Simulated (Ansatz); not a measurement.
The system is PtS2.

```xyz
3
Lattice="3.5432 0.0000 0.0000 -1.7716 3.0685 0.0000 0.0000 0.0000 5.0388" Properties=species:S:1:pos:R:3 pbc="T T T"
Pt    0.0000    0.0000    0.0000
S     1.7716    1.0228    3.8950
S     0.0000    2.0457    1.1438
```

Base run:

* Program: Ansatz 0.2.0
* Functional: PBEsol
* Potentials or basis: Ansatz PAW
* Cutoff: 420 eV (not typed: the program's choice for these potentials)
* k mesh: 9 × 9 × 5
* Occupations: fermi-dirac, width 0.05 eV
* Spin: no spin polarisation

Its results: band gap on the k mesh 0.95 eV, indirect (least direct gap 0.99 eV); pressure 6.4 GPa; largest force 0.952 eV/Å.

**Question.** After a change of settings the same cell gave: band gap on the k mesh 1.07 eV, indirect (least direct gap 1.12 eV); pressure 14.3 GPa; largest force 1.325 eV/Å. Which change was it?
A. k mesh from 9 × 9 × 5 to 7 × 7 × 4; spin from no spin polarisation to spin-orbit coupling, no magnetisation; potential files from those of the base run to others of the same set
B. functional from PBEsol to BLYP
C. functional from PBEsol to RPBE
D. functional from PBEsol to LDA

**Answer.** C.

RPBE binds less tightly than PBEsol, so the same cell stands under more pressure.

Caveats: spin-orbit coupling is left out, which moves the levels of the heavy elements; the PAW data sets come from PBE, with cores solved anew for the run's functional, which leaves a small shift of forces and pressure; forces of over 1 eV/Å show positions far from the minimum, so gaps and moduli don't describe the material at rest (some runs).

Runs at the PBE level aren't shown here.
